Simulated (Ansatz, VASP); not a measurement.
# Two plane-wave programs on InAs

```xyz
2
Lattice="0.0000 3.0439 3.0439 3.0439 0.0000 3.0439 3.0439 3.0439 0.0000" Properties=species:S:1:pos:R:3 pbc="T T T"
In    0.0000    0.0000    0.0000
As    1.5219    1.5219    1.5219
```

Alike in both runs: functional PBEsol; k mesh 12 × 12 × 12; occupations gaussian, width 0.1 eV; no spin polarisation.

Ansatz relaxed the structure, and its values are those at the end. VASP's run is a single point on that final structure, the one shown.

|  | VASP | Ansatz |
| --- | --- | --- |
| version | VASP 6.6.1 | Ansatz 0.2.0 |
| potentials or method | VASP PAW PBE potentials, release 64 (In_d, As) | scalar-relativistic, plane waves, PAW |
| plane-wave cutoff (eV) | 520 | 420 |
| valence electrons in the cell | 18 | 28 |

|  | VASP | Ansatz | Ansatz less VASP |
| --- | --- | --- | --- |
| gap on the k mesh at the Fermi level (eV) | none | none | - |
| pressure (GPa) | 0.1 | 0.0 | -0.09 |

A gap of «none» marks a metal or a gap that the smearing closes. The two sets of potentials don't hold the same shells in valence.

Caveats: the PAW data sets were made with another functional, which shifts forces and pressure a little (VASP); this crystal is a semiconductor, whose small gap the functional closes, so the metal is an error of the method.
